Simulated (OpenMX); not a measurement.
Runs of OpenMX 3.8.5 on MgS (Niningerite). Symmetry: Fm-3m, No. 225, cubic system. Conventional cell: a = 5.203 Å, b = 5.203 Å, c = 5.203 Å, α = 90.00°, β = 90.00°, γ = 90.00°. S (site symmetry m-3m) has 6 Mg at 2.60 Å as nearest neighbours. Around Mg (site symmetry m-3m) lie 6 S at 2.60 Å. 

```tsv
task	potentials or basis	k mesh	grid points, held for all volumes	max SCF cycles	gap on the mesh (eV)	pressure (GPa)
band structure	OpenMX 2013 PBE set, S7.0-s2p2d1f1, Mg7.0-s3p2d1, grid cutoff 500 Ry	9 × 9 × 9	-	100	(b)	1.9
band structure	OpenMX 2013 PBE set, S7.0-s2p2d1f1, Mg7.0-s3p2d1, grid cutoff 500 Ry	7 × 7 × 7	-	100	2.95	1.9
band structure	OpenMX 2013 PBE set, S7.0-s2p2d1, Mg7.0-s3p2, grid cutoff 500 Ry	9 × 9 × 9	-	100	2.76	1.7
band structure	OpenMX 2013 PBE set, S7.0-s3p2d2f1, Mg7.0-s3p2d2, grid cutoff 500 Ry	9 × 9 × 9	-	100	(a)	1.9
```

Alike in all rows: level PBE; no spin polarisation; cell as given; smearing fermi-dirac 0.05 eV.

Q: Fill in the values left out.

A: (a) 2.87; (b) 2.86.

Caveats: the mesh misses the band edges, which the band path finds closer together; the basis of atomic orbitals isn't converged, which shifts pressures, moduli and gaps.
